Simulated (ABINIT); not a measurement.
**Nb: equation of state with PBE**

**Experimental background.**

“Pressure effects on the electronic structure and superconductivity of (TaNb)0.67(HfZrTi)0.33 high entropy alloy”, 2019, arxiv:1910.08312 quotes, for a bulk crystal of Nb: bulk modulus 169 GPa.

Nb:

```
Nb
1.0
    -1.66395    1.66395    1.66395
     1.66395   -1.66395    1.66395
     1.66395    1.66395   -1.66395
Nb
1
Direct
  0.00000 0.00000 0.00000
```

```yaml
Program: ABINIT 10.8.3 (patched build)
Task: equation of state
Functional: PBE
Potentials_or_basis: JTH PAW PBE v2.0
Cutoff: 408 eV
k_mesh: 11 × 11 × 11
Occupations: fermi-dirac, width 0.05 eV
Spin: spin-orbit coupling, no magnetisation
```

```yaml
Equilibrium_volume: 18.21 Å³/atom
Bulk_modulus: 172 GPa
Pressure_derivative_of_the_bulk_modulus: 3.5
```

Energy against volume, from the lowest point:
| volume (Å³/atom) | energy (meV/atom) |
| --- | --- |
| 17.322 | 24.25 |
| 17.691 | 7.45 |
| 18.060 | 0.00 |
| 18.428 | 0.56 |
| 18.797 | 8.86 |
| 19.165 | 24.12 |
| 19.534 | 45.67 |

Wall time 4 min on 1 thread of Intel(R) Xeon(R) Platinum 8259CL CPU @ 2.50GHz (Skylake/Cascade Lake), on a shared host, peak memory 0.14 GiB.

Measured bulk modulus of Nb: 169 GPa (quoted in “Pressure effects on the electronic structure and superconductivity of (TaNb)0.67(HfZrTi)0.33 high entropy alloy”, 2019, arxiv:1910.08312). This calculation gives 172 GPa (+1.7 %). The fit is for a static lattice scaled at fixed shape and fixed fractional positions.

Caveat: the cutoff is too short for stress, so the log's stress isn't used; pressures at fixed basis lie under the slope of the energies.
